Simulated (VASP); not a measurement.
CaO, 2 atoms in the cell. It takes space group Fm-3m (No. 225, cubic). Conventional cell: a = 4.793 Å, b = 4.793 Å, c = 4.793 Å, α = 90.00°, β = 90.00°, γ = 90.00°. Around Ca (site symmetry m-3m) lie 6 O at 2.40 Å. O (site symmetry m-3m) has 6 Ca at 2.40 Å as nearest neighbours. The cell was built by a generator and needn't be a form met in nature.

* Program: VASP 6.6.1
* Task: electrostatic potential
* Functional: PBE
* Potentials or basis: VASP PAW PBE potentials, release 64 (Ca_sv, O)
* Cutoff: 520 eV
* k mesh: 10 × 10 × 10
* Occupations: gaussian, width 0.02 eV
* Spin: no spin polarisation
* Further INCAR settings: ALGO = Normal; EDIFF = 1e-06

Potentials or basis: VASP PAW PBE potentials, release 64 (Ca_sv, O).

Command:

```console
$ cat potpaw_PBE.64/Ca_sv/POTCAR potpaw_PBE.64/O/POTCAR > POTCAR
$ mpirun -np 4 vasp_std > vasp.out
```

Hardware: 4 MPI ranks on Intel(R) Xeon(R) 6975P-C (Granite Rapids), with other jobs on the host.

Problem. Estimate the wall time of this run.

Solution. It took 7.2 s on 4 MPI ranks on Intel(R) Xeon(R) 6975P-C (Granite Rapids) (shared host), peak memory 0.16 GiB a rank. Counts: scf iterations 13, k points 47.
